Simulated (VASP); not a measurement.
# InPd (Fm-3m) in VASP: reference runs

Aim: a first look at InPd with PBE, on the cell as given and on a disturbed one.

Everything below comes from runs of VASP 6.6.1. Logs are shortened: lines on timing, memory, paths and dates and some standing lists are left out, and cuts for length are marked.

## 1. Starting point

Symmetry: Fm-3m, No. 225, cubic system. Conventional cell: a = 5.492 Å, b = 5.492 Å, c = 5.492 Å, α = 90.00°, β = 90.00°, γ = 90.00°. In (site symmetry m-3m) is surrounded by 6 Pd at 2.75 Å. Pd (site symmetry m-3m) is surrounded by 6 In at 2.75 Å.

The cell was built by a generator and needn't be a form met in nature.

## 2. Single point, PBE

The input, INCAR:

```
SYSTEM = InPd
PREC     = Accurate       ! precision mode
ENCUT    = 520            ! plane-wave cutoff, eV
EDIFF    = 1E-7           ! SCF threshold, eV
ISMEAR   = -1             ! smearing method
SIGMA    = 0.05           ! smearing width, eV
LREAL    = .False.        ! projectors in reciprocal space
LASPH    = .True.         ! aspherical terms in the spheres
NELM     = 100            ! most SCF steps
ALGO     = Normal         ! electronic algorithm
ISIF     = 2              ! what is computed and relaxed
LWAVE    = .False.        ! write WAVECAR
LCHARG   = .True.         ! write CHGCAR
GGA      = PE             ! functional
LELF     = .True.         ! ELF
LVHAR    = .True.       
NBANDS   = 18             ! bands
```

The input, KPOINTS:

```
Automatic mesh
0
Gamma
  8 8 8
  0 0 0
```

The input, POSCAR:

```
InPd
1.0
    0.0000000000      2.7460700000      2.7460700000
    2.7460700000      0.0000000000      2.7460700000
    2.7460700000      2.7460700000      0.0000000000
In Pd
1 1
Direct
    0.0000000000      0.0000000000      0.0000000000
    0.5000000000      0.5000000000      0.5000000000
```

Potentials or basis: VASP PAW PBE potentials, release 64 (In_d, Pd).

Started as:

```
$ cat potpaw_PBE.64/In_d/POTCAR potpaw_PBE.64/Pd/POTCAR > POTCAR
$ mpirun -np 1 vasp_std > vasp.out
```

OUTCAR:

```text
SYSTEM = InPd
   PREC = Accurate
   ENCUT = 520
   EDIFF = 1E-7
   ISMEAR = -1
   LREAL = .False.
   LASPH = .True.
   NELM = 100
   ISIF = 2
   GGA = PE

 ion  position               nearest neighbor table
   1  0.000  0.000  0.000-   2 2.75   2 2.75   2 2.75   2 2.75   2 2.75   2 2.75
   2  0.500  0.500  0.500-   1 2.75   1 2.75   1 2.75   1 2.75   1 2.75   1 2.75

  LATTYP: Found a face centered cubic cell.
 ALAT       =     5.4921400000

  Lattice vectors:

 A1 = (   0.0000000000,   2.7460700000,   2.7460700000)
 A2 = (   2.7460700000,   0.0000000000,   2.7460700000)
 A3 = (   2.7460700000,   2.7460700000,   0.0000000000)

Analysis of symmetry for initial positions (statically):
=====================================================================
 Subroutine PRICEL returns:
 Original cell was already a primitive cell.

 Routine SETGRP: Setting up the symmetry group for a
 face centered cubic supercell.

 Subroutine GETGRP returns: Found 48 space group operations
 (whereof 48 operations were pure point group operations)
 out of a pool of 48 trial point group operations.

The static configuration has the point symmetry O_h .

Analysis of symmetry for dynamics (positions and initial velocities):
=====================================================================
 Subroutine PRICEL returns:
 Original cell was already a primitive cell.

 Routine SETGRP: Setting up the symmetry group for a
 face centered cubic supercell.

 Subroutine GETGRP returns: Found 48 space group operations
 (whereof 48 operations were pure point group operations)
 out of a pool of 48 trial point group operations.

The dynamic configuration has the point symmetry O_h .

 Subroutine INISYM returns: Found 48 space group operations
 (whereof 48 operations are pure point group operations),
 and found     1 'primitive' translations

----------------------------------------------------------------------------------------

                                     Primitive cell

  volume of cell :      41.4157

  direct lattice vectors                    reciprocal lattice vectors
     0.000000000  2.746070000  2.746070000    -0.182078388  0.182078388  0.182078388
     2.746070000  0.000000000  2.746070000     0.182078388 -0.182078388  0.182078388
     2.746070000  2.746070000  0.000000000     0.182078388  0.182078388 -0.182078388

  length of vectors
[... 80 lines left out ...]
   ENCUT  =  520.0 eV  38.22 Ry    6.18 a.u.   7.22  7.22  7.22*2*pi/ulx,y,z
   NELM   =    100;   NELMIN=  2; NELMDL= -5     # of ELM steps
   EDIFF  = 0.1E-06   stopping-criterion for ELM
   LREAL  =      F    real-space projection
   EDIFFG = 0.1E-05   stopping-criterion for IOM
   NSW    =      0    number of steps for IOM
   IBRION =     -1    ionic relax: 0-MD 1-quasi-New 2-CG
   NFREE  =      0    steps in history (QN), initial steepest desc. (CG)
   ISIF   =      2    stress and relaxation
   ISYM   =      2    0-nonsym 1-usesym 2-fastsym
   POTIM  = 0.5000    time-step for ionic-motion
   TEBEG  =    0.0;   TEEND  =   0.0 temperature during run
   PSTRESS=    0.0 pullay stress
   NELECT =      23.0000    total number of electrons
   NUPDOWN=      -1.0000    fix difference up-down
   EMIN   =  10.00;   EMAX   =-10.00  energy-range for DOS
   EFERMI =   0.00;   METHOD = LEGACY
   ISMEAR =    -1;   SIGMA  =   0.05  broadening in eV -4-tet -1-fermi 0-gaus
   EFERMI_NEDOS =   21; number of points for ismear=-14 and -15
   IALGO  =     38    algorithm
   IMIX   =      4    mixing-type and parameters
     AMIX     =   0.40;   BMIX     =  1.00
     AMIX_MAG =   1.60;   BMIX_MAG =  1.00
  volume/ion in A,a.u.               =      20.71       139.74
  Fermi-wavevector in a.u.,A,eV,Ry     =   1.345641  2.542893 24.636741  1.810749
  Thomas-Fermi vector in A             =   2.473537
   LORBIT       =      0    0 simple, 1 ext, 2 COOP (PROOUT), +10 PAW based schemes
   GGA     = PE    functional components
   LHFCALC =     F    Hartree Fock is set to
   AEXX    =    0.0000 exact exchange contribution
   IVDW    =     0    specifies the selected vdW correction
   LEPSILON=     F    determine dielectric tensor
   LRPA    =     F    only Hartree local field effects (RPA)
 non-spin polarized calculation
  energy-cutoff  :      520.00
  volume of cell :       41.42
 maximum number of plane-waves:      1139
 NGX is ok and might be reduce to    30
   NGX = 15   NGY = 15   NGZ = 15

 number of electron      23.0000008 magnetization

 Free energy of the ion-electron system (eV)
  ---------------------------------------------------
  ext. energy  EPLUGINS =         0.00000000
  ---------------------------------------------------
  free energy    TOTEN  =        -8.29426003 eV

  energy without entropy =       -8.28447337  energy(sigma->0) =       -8.28936670

 E-fermi :   8.1634     XC(G=0): -11.2034

 val. band max:        8.1415182074   @ k =  -0.3750   0.5000   0.1250
 cond. band min:       8.1957419200   @ k =  -0.3750   0.3750   0.0000
 fundamental gap:      0.0542237125
 Fermi energy:         8.1634187376

 k-point     1 :       0.0000    0.0000    0.0000
  band No.  band energies     occupation
      1      -6.4299      2.00000
      2      -6.4299      2.00000
      3      -6.3347      2.00000
      4      -6.3347      2.00000
      5      -6.3347      2.00000
      6      -0.6219      2.00000
[... 481 lines left out ...]
      5      -6.2223      2.00000
      6       2.6868      2.00000
[... 10 lines left out ...]
     17      20.5755      0.00000
     18      21.4299      0.00000

 [... further k-points ...]

------------------------ aborting loop because EDIFF is reached ----------------------------------------

  FORCE on cell =-STRESS in cart. coord.  units (eV):
  Direction    XX          YY          ZZ          XY          YZ          ZX
  --------------------------------------------------------------------------------------
  -------------------------------------------------------------------------------------
  Total        0.0509278      0.0509278      0.0509278     -0.0000000     -0.0000000      0.0000000
  in kB        1.9701561      1.9701561      1.9701561     -0.0000000     -0.0000000      0.0000000
  external PRESSURE =       1.9701561 kB  Pullay stress =       0.0000000 kB

 VOLUME and BASIS-vectors are now :
 -----------------------------------------------------------------------------
  energy-cutoff  :      520.00
  volume of cell :       41.42
      direct lattice vectors                 reciprocal lattice vectors
     0.000000000  2.746070000  2.746070000    -0.182078388  0.182078388  0.182078388
     2.746070000  0.000000000  2.746070000     0.182078388 -0.182078388  0.182078388
     2.746070000  2.746070000  0.000000000     0.182078388  0.182078388 -0.182078388

 POSITION                                       TOTAL-FORCE (eV/Angst)
 -----------------------------------------------------------------------------------
      0.00000      0.00000      0.00000         0.000000      0.000000      0.000000
      2.74607      2.74607      2.74607        -0.000000     -0.000000     -0.000000
 -----------------------------------------------------------------------------------
    total drift:                                0.000000      0.000000      0.000000

  FREE ENERGIE OF THE ION-ELECTRON SYSTEM (eV)
  ---------------------------------------------------
  free  energy   TOTEN  =        -8.2942600263 eV

  energy  without entropy=       -8.2844733669  energy(sigma->0) =       -8.28936670
```

It took 17 s on 1 thread of Intel Xeon Platinum 8488C (Sapphire Rapids), shared host; peak memory 0.17 GiB.

What came out:

* Free energy: -8.2943 eV
* Pressure: 0.2 GPa
* Band gap on the k mesh: none (metal or under the smearing width)

## 3. Single point, PBE (atoms moved at random, drawn with an rms of 0.05 Å)

The input, INCAR:

```
SYSTEM = InPd
  PREC = Accurate
  ENCUT = 520
  EDIFF = 1E-7
  ISMEAR = -1
  SIGMA = 0.05
  LREAL = .False.
  LASPH = .True.
  NELM = 80
  ALGO = Normal
  ISIF = 2
  LWAVE = .False.
  LCHARG = .False.
  GGA = PE
  NBANDS = 18
```

The input, KPOINTS:

```
regular mesh
0
Gamma
  8 8 8
  0 0 0
```

The input, POSCAR:

```
InPd
1.0
    0.0000000000      2.7460700000      2.7460700000
    2.7460700000      0.0000000000      2.7460700000
    2.7460700000      2.7460700000      0.0000000000
In Pd
1 1
Direct
   -0.0045800000     -0.0027680000     -0.0080480000
    0.5034030000      0.5010420000      0.5058810000
```

Potentials or basis: VASP PAW PBE potentials, release 64 (In_d, Pd).

Started as:

```
$ cat potpaw_PBE.64/In_d/POTCAR potpaw_PBE.64/Pd/POTCAR > POTCAR
$ mpirun -np 1 vasp_std > vasp.out
```

OUTCAR:

```text
SYSTEM = InPd
   PREC = Accurate
   ENCUT = 520
   EDIFF = 1E-7
   ISMEAR = -1
   LREAL = .False.
   LASPH = .True.
   NELM = 80
   ISIF = 2
   GGA = PE

 ion  position               nearest neighbor table
   1  0.995  0.997  0.992-   2 2.69   2 2.70   2 2.71   2 2.78   2 2.80   2 2.81
   2  0.503  0.501  0.506-   1 2.69   1 2.70   1 2.71   1 2.78   1 2.80   1 2.81

  LATTYP: Found a face centered cubic cell.
 ALAT       =     5.4921400000

  Lattice vectors:

 A1 = (   0.0000000000,   2.7460700000,   2.7460700000)
 A2 = (   2.7460700000,   0.0000000000,   2.7460700000)
 A3 = (   2.7460700000,   2.7460700000,   0.0000000000)

Analysis of symmetry for initial positions (statically):
=====================================================================
 Subroutine PRICEL returns:
 Original cell was already a primitive cell.

 Routine SETGRP: Setting up the symmetry group for a
 face centered cubic supercell.

 Subroutine GETGRP returns: Found  1 space group operations
 (whereof  1 operations were pure point group operations)
 out of a pool of 48 trial point group operations.

The static configuration has the point symmetry C_1 .
[... 159 lines left out ...]

  energy without entropy =       -8.26813470  energy(sigma->0) =       -8.27302362

 E-fermi :   8.1615     XC(G=0): -11.2018

 val. band max:        8.1306744628   @ k =  -0.3750   0.1250   0.5000
 cond. band min:       8.1899560260   @ k =  -0.3750   0.3750   0.0000
 fundamental gap:      0.0592815632
 Fermi energy:         8.1614648254

 k-point     1 :       0.0000    0.0000    0.0000
  band No.  band energies     occupation
      1      -6.4302      2.00000
      2      -6.4285      2.00000
      3      -6.3344      2.00000
      4      -6.3339      2.00000
      5      -6.3334      2.00000
      6      -0.6211      2.00000
[... 481 lines left out ...]
      5      -6.2809      2.00000
      6       0.3009      2.00000
[... 10 lines left out ...]
     17      19.6237      0.00000
     18      19.8431      0.00000

 [... further k-points ...]

------------------------ aborting loop because EDIFF is reached ----------------------------------------

  FORCE on cell =-STRESS in cart. coord.  units (eV):
  Direction    XX          YY          ZZ          XY          YZ          ZX
  --------------------------------------------------------------------------------------
  -------------------------------------------------------------------------------------
  Total        0.1307695      0.1752853      0.0836218     -0.0253461     -0.0166780     -0.0133502
  in kB        5.0588536      6.7809608      3.2349318     -0.9805227     -0.6451925     -0.5164570
  external PRESSURE =       5.0249154 kB  Pullay stress =       0.0000000 kB

 VOLUME and BASIS-vectors are now :
 -----------------------------------------------------------------------------
  energy-cutoff  :      520.00
  volume of cell :       41.42
      direct lattice vectors                 reciprocal lattice vectors
     0.000000000  2.746070000  2.746070000    -0.182078388  0.182078388  0.182078388
     2.746070000  0.000000000  2.746070000     0.182078388 -0.182078388  0.182078388
     2.746070000  2.746070000  0.000000000     0.182078388  0.182078388 -0.182078388

 POSITION                                       TOTAL-FORCE (eV/Angst)
 -----------------------------------------------------------------------------------
      5.46244      5.45746      5.47196         0.226069      0.281585      0.149055
      2.76508      2.77156      2.75828        -0.226069     -0.281585     -0.149055
 -----------------------------------------------------------------------------------
    total drift:                                0.000006      0.000050      0.000103

  FREE ENERGIE OF THE ION-ELECTRON SYSTEM (eV)
  ---------------------------------------------------
  free  energy   TOTEN  =        -8.2779125434 eV

  energy  without entropy=       -8.2681347001  energy(sigma->0) =       -8.27302362
```

It took 1.9 min on 1 thread of Intel Xeon Platinum 8488C (Sapphire Rapids), shared host; peak memory 0.33 GiB.

What came out:

- Free energy: -8.2779 eV
- Pressure: 0.5 GPa
- Largest force: 0.391 eV/Å
- Band gap on the k mesh: none (metal or under the smearing width)

Forces on the atoms (eV/Å):
```
In   0.226  0.282  0.149
Pd  -0.226 -0.282 -0.149
```
